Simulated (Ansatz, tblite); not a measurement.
RbBr: GFN1-xTB, run from Python

These are simulated results from tblite 0.8.0, not measurements. The cell began as a database structure and was relaxed with r2SCAN in plane waves (Ansatz 0.2.0). All runs are without spin polarisation.

The symmetry is Pm-3m (No. 221, cubic); a = 4.124 Å in the conventional setting, 35.08 Å³ an atom. Rb has 8 Br at 3.57 Å; Br has 8 Rb at 3.57 Å.

tblite solves periodic systems at the zone centre alone, so the script builds a cluster of 2×2×2 conventional cells (16 atoms), which folds in a coarse mesh of k points.

Input script:

```python
import json
from ase import Atoms
from ase.build import make_supercell
from ase.units import Bohr, GPa, Hartree
from tblite.interface import Calculator

atoms = Atoms(['Rb', 'Br'],
              cell=[[4.124253, -0.0, -0.0], [0.0, 4.124253, -0.0], [-0.0, -0.0, 4.124253]],
              scaled_positions=[[-0.0, 0.0, 0.0], [0.5, 0.5, 0.5]],
              pbc=True)
cluster = make_supercell(atoms, [[2, 0, 0], [0, 2, 0], [0, 0, 2]])
calc = Calculator('GFN1-xTB', cluster.numbers, cluster.positions / Bohr, lattice=cluster.cell[:] / Bohr, periodic=cluster.pbc)
calc.set('temperature', 0.02 / Hartree)
calc.set('max-iter', 150)
res = calc.singlepoint()
levels = res.get('orbital-energies') * Hartree
nv = round(res.get('orbital-occupations').sum() / 2)
cells = len(cluster) // len(atoms)
out = {'energy_per_cell': res.get('energy') * Hartree / cells, 'homo': levels[nv - 1], 'lumo': levels[nv],
       'stress': (-res.get('virial') * Hartree / cluster.get_volume() / GPa).tolist(), 'charges': res.get('charges')[:len(atoms)].tolist(), 'electrons': 2 * nv / cells}
json.dump(out, open('results.json', 'w'))
for key, value in out.items():
    print(key, value)
```

Command: `python run.py`. It took 0.84 s on 1 thread of Arm Neoverse V2, on a shared host, peak memory 0.095 GiB.

The log:

```
------------------------------------------------------------
  cycle        total energy    energy error   density error
------------------------------------------------------------
      1     -34.38213379482  -3.4336363E+01   5.5903909E-01
      2      66.76326295397   1.0114540E+02   7.0217355E-01
      3      8.020864636205  -5.8742398E+01   6.2440777E-01
      4      9.487861943757   1.4669973E+00   5.2696068E-01
      5      1.440082388154  -8.0477796E+00   4.4116507E-01
      6     -2.685950717664  -4.1260331E+00   4.0737311E-01
      7     -27.63960988950  -2.4953659E+01   2.5335882E-01
      8     -28.01199190388  -3.7238201E-01   2.4753138E-01
      9     -31.38088535333  -3.3688934E+00   1.4571384E-01
     10     -3.209782365192   2.8171103E+01   4.0014692E-01
     11     -33.18154155268  -2.9971759E+01   8.8935769E-02
     12     -14.17503946287   1.9006502E+01   3.1370460E-01
     13     -24.24305434501  -1.0068015E+01   2.5976284E-01
     14     -33.94298702473  -9.6999327E+00   7.5266559E-02
     15     -23.16147040675   1.0781517E+01   2.3497409E-01
     16     -33.56869699073  -1.0407227E+01   7.8501540E-02
     17     -27.52165006017   6.0470469E+00   1.8207355E-01
     18     -34.63652542422  -7.1148754E+00   3.0021447E-02
     19     -31.27086766694   3.3656578E+00   1.2586310E-01
     20     -34.70192804983  -3.4310604E+00   1.9600939E-02
     21     -33.60993330732   1.0919947E+00   7.1924582E-02
     22     -34.61405698391  -1.0041237E+00   2.5808170E-02
     23     -34.56073829211   5.3318692E-02   2.9122734E-02
     24     -34.74020620351  -1.7946791E-01   5.1179374E-03
     25     -34.72971197627   1.0494227E-02   7.3692290E-03
     26     -34.73716434320  -7.4523669E-03   4.3566174E-03
     27     -34.74046724484  -3.3029016E-03   2.3178310E-03
     28     -34.74034272607   1.2451877E-04   2.6299990E-03
     29     -34.74033839613   4.3299367E-06   2.5804186E-03
     30     -34.74053193111  -1.9353498E-04   2.4654539E-03
     31     -34.74055502632  -2.3095212E-05   2.5422373E-03
     32     -34.74055635205  -1.3257348E-06   2.6537217E-03
     33     -34.74064950792  -9.3155864E-05   2.6797786E-03
     34     -34.74075042777  -1.0091985E-04   2.6676061E-03
     35     -34.74080846927  -5.8041507E-05   2.5874979E-03
     36     -34.74085148674  -4.3017462E-05   1.7626059E-03
     37     -34.74084757393   3.9128022E-06   6.4222241E-04
     38     -34.74085787135  -1.0297411E-05   1.2639983E-04
     39     -34.74085845304  -5.8169075E-07   4.5166447E-05
     40     -34.74085846164  -8.5998479E-09   2.0361773E-05
     41     -34.74085843972   2.1918680E-08   1.1158667E-05
------------------------------------------------------------

 total:                                   0.370 sec
energy_per_cell -118.16836372763287
homo 36.33489373721937
lumo 37.31307156929927
stress [[-0.8834632149199183, 0.001620269238126206, 0.001620269238269971], [0.0016202692381262268, -0.8834632149206856, 0.0016202692379984516], [0.0016202692382699397, 0.0016202692379984457, -0.8834632149206251]]
charges [0.5439520479263303, -0.5448846680659508]
electrons 8.0
```

The cycle table is in hartree for the whole cluster, and the lines after it are in eV (the energy for one cell). The printed stress is in GPa and positive in compression, and the pressure is its mean diagonal.

GFN1-xTB gives a gap of 0.98 eV. On the same cell, plane-wave PBE (Ansatz, 6×6×6 k points and the special points) gives a gap of 4.09 eV and r2SCAN a gap of 4.83 eV; on shared hosts these took about 1.3 and 3.3 core-seconds on the 2-atom cell, against 0.84 for the script. Semilocal gaps usually lie below measured ones. xTB was fitted to molecules, so gaps, charges and pressures of solids can be far off, and the gap also depends on the size of the cluster.

The same script was run on cells scaled at fixed shape and fractional coordinates:

| volume (Å³/atom) | energy (meV/atom) | pressure (GPa, positive in compression) | gap (eV) |
| --- | --- | --- | --- |
| 30.87 | 14.2 | 2.45 | 1.28 |
| 32.97 | -3.8 | 0.42 | 1.12 |
| 35.08 | 0.0 | -0.88 | 0.98 |
| 37.18 | 17.5 | -1.71 | 0.84 |
| 39.28 | 43.8 | -2.25 | 0.72 |

A Birch-Murnaghan fit puts the minimum at 33.55 Å³/atom, 4.3 % below the given cell, with a bulk modulus of 22.9 GPa at fixed shape.

xTB was fitted mostly to molecules, and a small cluster samples few k points, so gaps, pressures and kinks along a curve can be far from a solid's.

Spin-orbit coupling is left out.
